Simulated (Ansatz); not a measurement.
`BCC(C)N` + `C=CCC` → `B/C=C/CC` + `CC(C)N`  (formal exchange of groups at a B–C bond)

Program: Ansatz. Geometries: PBE0-D4/def2-TZVP. ΔE: electronic, gas phase. CBS: MP2 limit from def2 TZ/QZ plus the TZ coupled-cluster correction, frozen cores. One conformer a species, not always the lowest.

```csv
species,CCSD(T)/CBS(def2) energy (Eh)
`BCC(C)N`,-199.65332
`C=CCC`,-157.00673
`B/C=C/CC`,-182.39044
`CC(C)N`,-174.28253
```

Task: Work out ΔE.

Result: ΔE = (-182.39044) + (-174.28253) − (-199.65332) − (-157.00673) = -0.01292 Eh = -33.9 kJ/mol.

Largest T1 diagnostic among the species: 0.010.
